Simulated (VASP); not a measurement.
# Ba (Im-3m) in VASP: equation of state

Aim: energy against volume of Ba in PBE, for its equilibrium volume and stiffness.

Program: VASP 6.6.1. These are calculated values, not measurements. Logs are shortened: lines on timing, memory, paths and dates and some standing lists are left out, and cuts for length are marked.

## 1. The crystal as given

It takes space group Im-3m (No. 229, cubic). Conventional cell: a = 5.013 Å, b = 5.013 Å, c = 5.013 Å, α = 90.00°, β = 90.00°, γ = 90.00°. Ba (site symmetry m-3m) is surrounded by 8 Ba at 4.34 Å.

## 2. Equation of state, PBE, 59.21 Å³/atom (volume scaled by 0.94)

The input, INCAR:

```
SYSTEM = Ba
PREC     = Accurate       ! precision mode
ENCUT    = 520            ! plane-wave cutoff, eV
EDIFF    = 1E-7           ! SCF threshold, eV
ISMEAR   = -1             ! smearing method
SIGMA    = 0.05           ! smearing width, eV
LREAL    = .FALSE.        ! projectors in reciprocal space
LASPH    = .TRUE.         ! aspherical terms in the spheres
NELM     = 80             ! most SCF steps
ALGO     = Normal         ! electronic algorithm
ISIF     = 2              ! what is computed and relaxed
LWAVE    = .FALSE.        ! write WAVECAR
LCHARG   = .FALSE.        ! write CHGCAR
GGA      = PE             ! functional
NBANDS   = 11             ! bands
```

The input, KPOINTS:

```
Automatic mesh
0
G
  8 8 8
  0 0 0
```

The input, POSCAR:

```
Ba
1.0
   -2.4553325815      2.4553325815      2.4553325815
    2.4553325815     -2.4553325815      2.4553325815
    2.4553325815      2.4553325815     -2.4553325815
Ba
1
Direct
    0.0000000000      0.0000000000      0.0000000000
```

Potentials or basis: VASP PAW PBE potentials, release 64 (Ba_sv).

Launch:

```
$ cat potpaw_PBE.64/Ba_sv/POTCAR > POTCAR
$ mpirun -np 1 vasp_std > vasp.out
```

OUTCAR:

```text
SYSTEM = Ba
   PREC = Accurate
   ENCUT = 520
   EDIFF = 1E-7
   ISMEAR = -1
   LREAL = .FALSE.
   LASPH = .TRUE.
   NELM = 80
   ISIF = 2
   GGA = PE

 ion  position               nearest neighbor table
   1  0.000  0.000  0.000-

  LATTYP: Found a body centered cubic cell.
 ALAT       =     4.9106651630

  Lattice vectors:

 A1 = (  -2.4553325815,   2.4553325815,   2.4553325815)
 A2 = (   2.4553325815,  -2.4553325815,   2.4553325815)
 A3 = (   2.4553325815,   2.4553325815,  -2.4553325815)

Analysis of symmetry for initial positions (statically):
=====================================================================
 Subroutine PRICEL returns:
 Original cell was already a primitive cell.

 Routine SETGRP: Setting up the symmetry group for a
 body centered cubic supercell.

 Subroutine GETGRP returns: Found 48 space group operations
 (whereof 48 operations were pure point group operations)
 out of a pool of 48 trial point group operations.

The static configuration has the point symmetry O_h .

Analysis of symmetry for dynamics (positions and initial velocities):
=====================================================================
 Subroutine PRICEL returns:
 Original cell was already a primitive cell.

 Routine SETGRP: Setting up the symmetry group for a
 body centered cubic supercell.

 Subroutine GETGRP returns: Found 48 space group operations
 (whereof 48 operations were pure point group operations)
 out of a pool of 48 trial point group operations.

The dynamic configuration has the point symmetry O_h .

 Subroutine INISYM returns: Found 48 space group operations
 (whereof 48 operations are pure point group operations),
 and found     1 'primitive' translations

----------------------------------------------------------------------------------------

                                     Primitive cell

  volume of cell :      59.2094

  direct lattice vectors                    reciprocal lattice vectors
    -2.455332581  2.455332581  2.455332581     0.000000000  0.203638401  0.203638401
     2.455332581 -2.455332581  2.455332581     0.203638401  0.000000000  0.203638401
     2.455332581  2.455332581 -2.455332581     0.203638401  0.203638401  0.000000000

  length of vectors
     4.252760781  4.252760781  4.252760781     0.287988188  0.287988188  0.287988188

  position of ions in fractional coordinates (direct lattice)
     0.000000000  0.000000000  0.000000000

  ion indices of the primitive-cell ions
   primitive index   ion index
                 1           1

----------------------------------------------------------------------------------------

 KPOINTS: Automatic mesh

Automatic generation of k-mesh.
 Grid dimensions read from file:
 generate k-points for:    8    8    8

 Generating k-lattice:

  Cartesian coordinates                     Fractional coordinates (reciprocal lattice)
     0.000000000  0.025454800  0.025454800     0.125000000  0.000000000  0.000000000
     0.025454800  0.000000000  0.025454800     0.000000000  0.125000000  0.000000000
     0.025454800  0.025454800  0.000000000     0.000000000  0.000000000  0.125000000

  Length of vectors
     0.035998524  0.035998524  0.035998524

  Shift w.r.t. Gamma in fractional coordinates (k-lattice)
     0.000000000  0.000000000  0.000000000

 Subroutine IBZKPT returns following result:
 ===========================================

 Found     29 irreducible k-points:

 Following reciprocal coordinates:
            Coordinates               Weight
  0.000000  0.000000  0.000000      1.000000
  0.125000  0.000000  0.000000     12.000000
  0.250000  0.000000  0.000000     12.000000
  0.375000  0.000000  0.000000     12.000000
  0.500000  0.000000  0.000000      6.000000
  0.125000  0.125000  0.000000     24.000000
[... 21 lines left out ...]
  0.500000  0.500000  0.375000     12.000000
  0.500000  0.500000  0.500000      1.000000
   k-points           NKPTS =     29   k-points in BZ     NKDIM =     29   number of bands    NBANDS=     11
   number of dos      NEDOS =    301   number of ions     NIONS =      1
   total plane-waves  NPLWV =  32768
   dimension x,y,z NGX =    32 NGY =   32 NGZ =   32
   dimension x,y,z NGXF=    64 NGYF=   64 NGZF=   64
   ions per type =               1
   NGX,Y,Z   is equivalent  to a cutoff of  12.51, 12.51, 12.51 a.u.
   NGXF,Y,Z  is equivalent  to a cutoff of  25.02, 25.02, 25.02 a.u.
 SYSTEM =  Ba
   PREC   = accura    normal or accurate (medium, high low for compatibility)
   ISTART =      0    job   : 0-new  1-cont  2-samecut
   ICHARG =      2    charge: 1-file 2-atom 10-const
   ISPIN  =      1    spin polarized calculation?
   LNONCOLLINEAR =      F non collinear calculations
   LSORBIT =      F    spin-orbit coupling
   LASPH  =      T    aspherical Exc in radial PAW
   ENCUT  =  520.0 eV  38.22 Ry    6.18 a.u.   7.91  7.91  7.91*2*pi/ulx,y,z
   NELM   =     80;   NELMIN=  2; NELMDL= -5     # of ELM steps
   EDIFF  = 0.1E-06   stopping-criterion for ELM
   LREAL  =      F    real-space projection
   EDIFFG = 0.1E-05   stopping-criterion for IOM
   NSW    =      0    number of steps for IOM
   IBRION =     -1    ionic relax: 0-MD 1-quasi-New 2-CG
   NFREE  =      0    steps in history (QN), initial steepest desc. (CG)
   ISIF   =      2    stress and relaxation
   ISYM   =      2    0-nonsym 1-usesym 2-fastsym
   POTIM  = 0.5000    time-step for ionic-motion
   TEBEG  =    0.0;   TEEND  =   0.0 temperature during run
   PSTRESS=    0.0 pullay stress
   NELECT =      10.0000    total number of electrons
   NUPDOWN=      -1.0000    fix difference up-down
   EMIN   =  10.00;   EMAX   =-10.00  energy-range for DOS
   EFERMI =   0.00;   METHOD = LEGACY
   ISMEAR =    -1;   SIGMA  =   0.05  broadening in eV -4-tet -1-fermi 0-gaus
   EFERMI_NEDOS =   21; number of points for ismear=-14 and -15
   IALGO  =     38    algorithm
   IMIX   =      4    mixing-type and parameters
     AMIX     =   0.40;   BMIX     =  1.00
     AMIX_MAG =   1.60;   BMIX_MAG =  1.00
  volume/ion in A,a.u.               =      59.21       399.57
  Fermi-wavevector in a.u.,A,eV,Ry     =   0.904922  1.710055 11.141592  0.818884
  Thomas-Fermi vector in A             =   2.028427
   LORBIT       =      0    0 simple, 1 ext, 2 COOP (PROOUT), +10 PAW based schemes
   GGA     = PE    functional components
   LHFCALC =     F    Hartree Fock is set to
   AEXX    =    0.0000 exact exchange contribution
   IVDW    =     0    specifies the selected vdW correction
   LEPSILON=     F    determine dielectric tensor
   LRPA    =     F    only Hartree local field effects (RPA)
 non-spin polarized calculation
  energy-cutoff  :      520.00
  volume of cell :       59.21
 maximum number of plane-waves:      1638
   NGX = 15   NGY = 15   NGZ = 15

 number of electron      10.0000000 magnetization

 Free energy of the ion-electron system (eV)
  ---------------------------------------------------
  ext. energy  EPLUGINS =         0.00000000
  ---------------------------------------------------
  free energy    TOTEN  =        -1.90831412 eV

  energy without entropy =       -1.90110959  energy(sigma->0) =       -1.90471186

 E-fermi :   1.8234     XC(G=0):  -7.6095

 val. band max:        1.7329732022   @ k =  -0.3750   0.5000   0.2500
 cond. band min:       2.0098623455   @ k =   0.2500   0.2500   0.1250
 fundamental gap:      0.2768891433
 Fermi energy:         1.8233626435

 k-point     1 :       0.0000    0.0000    0.0000
  band No.  band energies     occupation
      1     -26.9256      2.00000
      2     -11.8359      2.00000
      3     -11.8359      2.00000
      4     -11.8359      2.00000
      5      -0.9201      2.00000
      6       3.7577      0.00000
      7       3.7577      0.00000
      8       3.7577      0.00000
      9       5.2428      0.00000
     10       5.2428      0.00000
     11       8.9748      0.00000

 k-point     2 :       0.1250    0.0000    0.0000
  band No.  band energies     occupation
      1     -26.9174      2.00000
      2     -11.9245      2.00000
      3     -11.8628      2.00000
      4     -11.8366      2.00000
      5      -0.6118      2.00000
      6       3.5150      0.00000
      7       3.5940      0.00000
      8       4.0772      0.00000
      9       4.9327      0.00000
     10       5.2266      0.00000
     11       9.3086      0.00000

 k-point     3 :       0.2500    0.0000    0.0000
  band No.  band energies     occupation
      1     -26.8973      2.00000
      2     -12.1282      2.00000
      3     -11.9265      2.00000
      4     -11.8383      2.00000
      5       0.1485      2.00000
      6       3.0459      0.00000
      7       3.0608      0.00000
      8       4.9909      0.00000
      9       4.9974      0.00000
     10       5.3007      0.00000
     11       9.3887      0.00000

 k-point     4 :       0.3750    0.0000    0.0000
  band No.  band energies     occupation
      1     -26.8771      2.00000
      2     -12.3199      2.00000
      3     -11.9886      2.00000
      4     -11.8401      2.00000
      5       0.7946      2.00000
      6       2.6749      0.00000
      7       2.9733      0.00000
      8       5.2587      0.00000
      9       5.5883      0.00000
     10       6.3709      0.00000
     11       8.3124      0.00000
[... 309 lines left out ...]
 k-point    27 :      -0.3750    0.3750    0.3750
  band No.  band energies     occupation
      1     -26.8397      2.00000
      2     -12.2190      2.00000
      3     -12.1631      2.00000
      4     -12.1631      2.00000
      5       1.5487      1.99180
      6       1.5698      1.98753
      7       4.8261      0.00000
      8       4.8261      0.00000
      9       5.4704      0.00000
     10       6.1546      0.00000
     11       9.2937      0.00000

 k-point    28 :       0.5000    0.5000    0.3750
  band No.  band energies     occupation
      1     -26.8332      2.00000
      2     -12.2475      2.00000
      3     -12.1918      2.00000
      4     -12.1684      2.00000
      5       1.3947      1.99962
      6       1.4405      1.99906
      7       4.9435      0.00000
      8       5.1135      0.00000
      9       6.5789      0.00000
     10       6.9466      0.00000
     11       7.8627      0.00000

 k-point    29 :       0.5000    0.5000    0.5000
  band No.  band energies     occupation
      1     -26.8271      2.00000
      2     -12.2211      2.00000
      3     -12.2211      2.00000
      4     -12.2211      2.00000
      5       1.2221      1.99999
      6       1.2221      1.99999
      7       6.5330      0.00000
      8       6.5330      0.00000
      9       6.5330      0.00000
     10       6.8754      0.00000
     11       6.8754      0.00000

------------------------ aborting loop because EDIFF is reached ----------------------------------------

  FORCE on cell =-STRESS in cart. coord.  units (eV):
  Direction    XX          YY          ZZ          XY          YZ          ZX
  --------------------------------------------------------------------------------------
  -------------------------------------------------------------------------------------
  Total        0.2473630      0.2473630      0.2473630     -0.0000000     -0.0000000     -0.0000000
  in kB        6.6935180      6.6935180      6.6935180     -0.0000000     -0.0000000     -0.0000000
  external PRESSURE =       6.6935180 kB  Pullay stress =       0.0000000 kB

 VOLUME and BASIS-vectors are now :
 -----------------------------------------------------------------------------
  energy-cutoff  :      520.00
  volume of cell :       59.21
      direct lattice vectors                 reciprocal lattice vectors
    -2.455332581  2.455332581  2.455332581     0.000000000  0.203638401  0.203638401
     2.455332581 -2.455332581  2.455332581     0.203638401  0.000000000  0.203638401
     2.455332581  2.455332581 -2.455332581     0.203638401  0.203638401  0.000000000

 POSITION                                       TOTAL-FORCE (eV/Angst)
 -----------------------------------------------------------------------------------
      0.00000      0.00000      0.00000        -0.000000      0.000000     -0.000000
 -----------------------------------------------------------------------------------
    total drift:                               -0.000000      0.000000      0.000000

  FREE ENERGIE OF THE ION-ELECTRON SYSTEM (eV)
  ---------------------------------------------------
  free  energy   TOTEN  =        -1.9083141225 eV

  energy  without entropy=       -1.9011095949  energy(sigma->0) =       -1.90471186
```

It took 11 s on 1 thread of Intel Xeon Platinum 8488C (Sapphire Rapids), shared host; peak memory 0.17 GiB.

Results:

| Property | Result |
| --- | --- |
| Free energy | -1.9083 eV |
| Pressure | 0.7 GPa |
| Band gap on the k mesh | none (metal or under the smearing width) |

## 3. Equation of state, PBE, 60.47 Å³/atom (volume scaled by 0.96)

The input, INCAR:

```
ALGO = Normal ; EDIFF = 1E-7
ENCUT = 520 ; GGA = PE
ISIF = 2 ; ISMEAR = -1
LASPH = T ; LCHARG = F
LREAL = F ; LWAVE = F
NBANDS = 11 ; NELM = 80
PREC = Accurate ; SIGMA = 0.05
```

The input, KPOINTS:

```
k-points
0
Gamma
  8 8 8
```

The input, POSCAR:

```
Ba
1.0
   -2.4726242257      2.4726242257      2.4726242257
    2.4726242257     -2.4726242257      2.4726242257
    2.4726242257      2.4726242257     -2.4726242257
Ba
1
Direct
    0.0000000000      0.0000000000      0.0000000000
```

Potentials or basis: VASP PAW PBE potentials, release 64 (Ba_sv).

Launch:

```
$ cat potpaw_PBE.64/Ba_sv/POTCAR > POTCAR
$ mpirun -np 1 vasp_std > vasp.out
```

Wall time 10 s (1 thread of Intel Xeon Platinum 8488C (Sapphire Rapids), shared host); peak memory 0.17 GiB.

It converged, with:

```
Free energy            : -1.9127 eV
Pressure               : 0.4 GPa
Band gap on the k mesh : none (metal or under the smearing width)
```

## 4. Equation of state, PBE, 61.73 Å³/atom (volume scaled by 0.98)

The input, INCAR:

```
SYSTEM = Ba
PREC     = Accurate       ! precision mode
ENCUT    = 520            ! plane-wave cutoff, eV
EDIFF    = 1E-7           ! SCF threshold, eV
ISMEAR   = -1             ! smearing method
SIGMA    = 0.05           ! smearing width, eV
LREAL    = .FALSE.        ! projectors in reciprocal space
LASPH    = .TRUE.         ! aspherical terms in the spheres
NELM     = 80             ! most SCF steps
ALGO     = Normal         ! electronic algorithm
ISIF     = 2              ! what is computed and relaxed
LWAVE    = .FALSE.        ! write WAVECAR
LCHARG   = .FALSE.        ! write CHGCAR
GGA      = PE             ! functional
NBANDS   = 11             ! bands
```

The input, KPOINTS:

```
regular mesh
0
G
  8 8 8
  0 0 0
```

The input, POSCAR:

```
Ba
1.0
   -2.4896773455      2.4896773455      2.4896773455
    2.4896773455     -2.4896773455      2.4896773455
    2.4896773455      2.4896773455     -2.4896773455
Ba
1
Direct
    0.0000000000      0.0000000000      0.0000000000
```

Launch:

```
$ cat potpaw_PBE.64/Ba_sv/POTCAR > POTCAR
$ mpirun -np 1 vasp_std > vasp.out
```

Run time: 12 s. Hardware: 1 thread of Intel Xeon Platinum 8488C (Sapphire Rapids), shared host; peak memory 0.18 GiB.

It converged, with:

```
Free energy            : -1.9154 eV
Pressure               : 0.2 GPa
Band gap on the k mesh : none (metal or under the smearing width)
```

## 5. Equation of state, PBE, 64.25 Å³/atom (volume scaled by 1.02)

The input, INCAR:

```
SYSTEM = Ba
ALGO = Normal ; EDIFF = 1E-7
ENCUT = 520 ; GGA = PE
ISIF = 2 ; ISMEAR = -1
LASPH = .TRUE. ; LCHARG = .FALSE.
LREAL = .FALSE. ; LWAVE = .FALSE.
NBANDS = 11 ; NELM = 80
PREC = Accurate ; SIGMA = 0.05
```

The input, KPOINTS:

```
k-points
0
G
  8 8 8
  0 0 0
```

The input, POSCAR:

```
Ba
1.0
   -2.5230998215      2.5230998215      2.5230998215
    2.5230998215     -2.5230998215      2.5230998215
    2.5230998215      2.5230998215     -2.5230998215
Ba
1
Direct
    0.0000000000      0.0000000000      0.0000000000
```

Launch:

```
$ cat potpaw_PBE.64/Ba_sv/POTCAR > POTCAR
$ mpirun -np 1 vasp_std > vasp.out
```

It took 15 s on 1 thread of Intel Xeon Platinum 8488C (Sapphire Rapids), shared host; peak memory 0.19 GiB.

It converged, with:

- Free energy: -1.9161 eV
- Pressure: -0.1 GPa
- Band gap on the k mesh: none (metal or under the smearing width)

## 6. Equation of state, PBE, 65.51 Å³/atom (volume scaled by 1.04)

The input, INCAR:

```
SYSTEM = Ba
PREC = Accurate
ENCUT = 520
EDIFF = 1E-7
ISMEAR = -1
SIGMA = 0.05
LREAL = .False.
LASPH = .True.
NELM = 60
ALGO = Normal
ISIF = 2
LWAVE = .False.
LCHARG = .False.
GGA = PE
NBANDS = 11
```

The input, KPOINTS:

```
Automatic mesh
0
Gamma
  8 8 8
  0 0 0
```

The input, POSCAR:

```
Ba
1.0
   -2.5394840457      2.5394840457      2.5394840457
    2.5394840457     -2.5394840457      2.5394840457
    2.5394840457      2.5394840457     -2.5394840457
Ba
1
Direct
    0.0000000000      0.0000000000      0.0000000000
```

Potentials or basis: VASP PAW PBE potentials, release 64 (Ba_sv).

Launch:

```
$ cat potpaw_PBE.64/Ba_sv/POTCAR > POTCAR
$ mpirun -np 1 vasp_std > vasp.out
```

Run time: 15 s. Hardware: 1 thread of Intel Xeon Platinum 8488C (Sapphire Rapids), shared host; peak memory 0.2 GiB.

Results (log left out):

```yaml
Free_energy: -1.9144 eV
Pressure: -0.3 GPa
Band_gap_on_the_k_mesh: none (metal or under the smearing width)
```

## 7. Equation of state, PBE, 66.77 Å³/atom (volume scaled by 1.06)

The input, INCAR:

```
ALGO = Normal ; EDIFF = 1E-7
ENCUT = 520 ; GGA = PE
ISIF = 2 ; ISMEAR = -1
LASPH = T ; LCHARG = F
LREAL = F ; LWAVE = F
NBANDS = 11 ; NELM = 100
PREC = Accurate ; SIGMA = 0.05
```

The input, KPOINTS:

```
k-points
0
Gamma
  8 8 8
```

The input, POSCAR:

```
Ba
1.0
   -2.5556595394      2.5556595394      2.5556595394
    2.5556595394     -2.5556595394      2.5556595394
    2.5556595394      2.5556595394     -2.5556595394
Ba
1
Direct
    0.0000000000      0.0000000000      0.0000000000
```

Launch:

```
$ cat potpaw_PBE.64/Ba_sv/POTCAR > POTCAR
$ mpirun -np 1 vasp_std > vasp.out
```

Run time: 17 s. Hardware: 1 thread of Intel Xeon Platinum 8488C (Sapphire Rapids), shared host; peak memory 0.19 GiB.

The run converged. Its results:

```yaml
Free_energy: -1.9115 eV
Pressure: -0.4 GPa
Band_gap_on_the_k_mesh: none (metal or under the smearing width)
```

## 8. Equation of state, PBE

Potentials or basis: VASP PAW PBE potentials, release 64 (Ba_sv).

This step only gathers the single runs of the series.

Results:

| Property | Result |
| --- | --- |
| Equilibrium volume | 63.29 Å³/atom |
| Bulk modulus | 9.1 GPa |
| Pressure derivative of the bulk modulus | 3.3 |

Energy against volume, from the lowest point:
| volume (Å³/atom) | energy (meV/atom) |
| --- | --- |
| 59.209 | 8.15 |
| 60.469 | 3.76 |
| 61.729 | 1.09 |
| 62.989 | 0.00 |
| 64.249 | 0.36 |
| 65.508 | 2.06 |
| 66.768 | 4.97 |

Spin-orbit coupling is left out, which matters for the levels of Ba. PBE usually gives volumes a little too large and moduli too small.
